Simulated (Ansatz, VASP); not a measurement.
**Sb: VASP beside Ansatz**

File INCAR:

```
PREC = Accurate ; ENCUT = 520
EDIFF = 1E-8 ; ISMEAR = 0
SIGMA = 0.02 ; LREAL = F
LASPH = T ; NELM = 100
ALGO = Fast ; ISIF = 2
LWAVE = F ; LCHARG = F
GGA = PE ; LEFG = T
```

KPOINTS

```
regular mesh
0
Gamma
  9 9 5
```

POSCAR

```
Sb
1.0
    3.3545324186      0.0000000000      0.0000000000
   -1.6772662093      2.9051102923      0.0000000000
    0.0000000000      0.0000000000      5.4701606500
Sb
2
Direct
    0.6666666667      0.3333333333      0.7500000000
    0.3333333333      0.6666666667      0.2500000000
```

File input.yaml:

```yaml
crystal:
  lattice:
    - [3.3545324186, 0.0, 0.0]
    - [-1.6772662093, 2.9051102923, 0.0]
    - [0.0, 0.0, 5.47016065]
  atoms:
    - { symbol: Sb, position: [0.6666666667, 0.3333333333, 0.75] }
    - { symbol: Sb, position: [0.3333333333, 0.6666666667, 0.25] }
hamiltonian:
  xc: pbe
  pseudopotentials: { kind: paw }
kpoints:
  mp_grid: { grid: [9, 9, 5] }
scf:
  occupations: { method: gaussian, width: 0.02 }
output:
  forces: true
  stress: true
  eigenvalues: true
```

This isn't the form of Sb at room conditions, which is rhombohedral.

Alike in both runs: functional PBE; k mesh 9 × 9 × 5; occupations gaussian, width 0.02 eV; no spin polarisation.

|  | VASP | Ansatz |
| --- | --- | --- |
| version | VASP 6.6.1 | Ansatz 0.2.0 |
| potentials or method | VASP PAW PBE potentials, release 64 (Sb) | Ansatz PAW |
| plane-wave cutoff (eV) | 520 | 420 |
| valence electrons in the cell | 10 | 30 |
| task | electric field gradients | single point |

Ansatz gave:

* gap on the k mesh at the Fermi level (eV): none
* pressure (GPa): 1.5
* largest component of the traceless stress (GPa): 0.40

Problem. Estimate VASP's values.

Solution. gap on the k mesh at the Fermi level (eV): none; pressure (GPa): 1.3; largest component of the traceless stress (GPa): 0.43.

A gap of «none» marks a metal or a gap that the smearing closes. The functional is the same, so the differences come from potentials, cutoffs and numerics. The two sets of potentials don't hold the same shells in valence.

The runs have no spin-orbit coupling, so splittings on Sb are missing.
